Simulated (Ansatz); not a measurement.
**Fe: checking an input**

The cell (1 atom) is Fe as an experimental structure (space group Fm-3m). The computed pressure is over 10 GPa in size, so the cell is far from the computed equilibrium volume. Source: COD entry 9014476, which need not be the ambient phase.

Level of theory: DFT, PBE, PAW, plane waves, scalar-relativistic in Ansatz development build ahead of 0.2.0.

```yaml
crystal:
  lattice:
    - [0.0, 1.7975, 1.7975]
    - [1.7975, 0.0, 1.7975]
    - [1.7975, 1.7975, 0.0]
  atoms:
    - { symbol: Fe, position: [0.0, 0.0, 0.0] }
hamiltonian:
  xc: pbe
  pseudopotentials: { kind: paw }
basis:
  ecutwfc: 420
kpoints:
  mp_grid: { grid: [13, 13, 13] }
scf:
  occupations: { method: fermi_dirac, width: 0.05 }
  lower_state_search: "off"
  n_extra_bands: 0
  max_iter: 70
output:
  forces: true
  stress: true
```

Spin is off, though the compound may be magnetic.

The run was started with:
```sh
ansatz run input.yaml --threads 2 --pin off --max-ram 5120MiB --backend cpu --events-out ev --progress --plain --runs-dir out
```

Machine: 2 threads of Arm Neoverse V1, on a shared host.

Question: Does the program run this input?

Answer: No, it refuses it: inconsistent input (scf.n_extra_bands, scf.occupations.method): n_bands = 8 leaves no empty band above the 8 bands per channel that the deck's 16 electrons occupy, and the occupations search for the Fermi level (a smearing at a finite width, or tetrahedra): a level found among occupied bands alone can fill a metal as an insulator [...]

Question: What has to change?

Answer: The setting at fault is “0 bands beyond the filled ones”: with Fermi–Dirac smearing of 0.05 eV and the automatic number of bands the same cell converges in 6 iterations, with no gap on the k-mesh. Changes that cure it: 12 bands beyond the filled ones (6 iterations).
